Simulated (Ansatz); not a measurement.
Here is an unrelaxed guess for Sn5Ge.

```
Sn Ge
1.0
     3.35097    0.00000    0.00000
    -1.67548    2.90202    0.00000
     0.00000    0.00000   16.41633
Sn Ge
5 1
Direct
  0.66667 0.33333 0.66667
  0.33333 0.66667 0.33333
  0.66667 0.33333 0.16667
  0.00000 0.00000 0.00000
  0.33333 0.66667 0.83333
  0.00000 0.00000 0.50000
```

Level of theory: DFT PBE, scalar-relativistic, plane waves, PAW (Ansatz 0.2.0). Plane waves to 420 eV, a k mesh through Γ of 6×6×1 on the computed 6-atom cell and Gaussian smearing (0.10 eV); no spin polarisation.

Formation energies are uncorrected and refer to the elements' standard structures at the same level. The references include grey tin.

Question: How far from equilibrium is it?

Answer: The pressure is 1.0 GPa (the mean over three directions, positive in compression), the largest force is 0.55 eV/Å, and the energy is +0.18 eV/atom against the elements. The shortest distance is 3.35 Å.

Question: Is it a good guess?

Answer: A good one: relaxing gains under 0.1 eV/atom (the start's value is from the coarse mesh, so the gain is rough) in 15 ionic steps and ends at +0.12 eV/atom on the finer mesh. The symmetry stays P-3m1 (No. 164). The volume per atom grows by 0.6 %, from 26.6 to 26.8 Å³. The shortest distance goes from 3.35 Å (Sn–Ge, Ge–Ge and Sn–Sn) to 3.08 Å (Sn–Ge). Conventional cell: a = 3.415 Å, c = 15.894 Å. Sn on a site of symmetry 3m is surrounded by 3 Ge at 3.08 Å and 9 Sn at 3.42–3.49 Å; Sn on a second site of symmetry 3m is surrounded by 12 Sn at 3.34–3.49 Å; around Ge lie 6 Sn at 3.08 Å and 6 Ge at 3.42 Å; 1 more site not described.

The last run used a 12×12×4 mesh (in the run's order of axes) for its 6-atom cell and Gaussian smearing of 0.10 eV. The relaxation can't lower the symmetry of the start, and the grade says only how near the guess is to its own end. A structure relaxed within its symmetry needn't be a true minimum. Another cell of Sn5Ge relaxed alike, in P4/mmm, lies 18 meV/atom lower, so this cell isn't the stable form at this level.
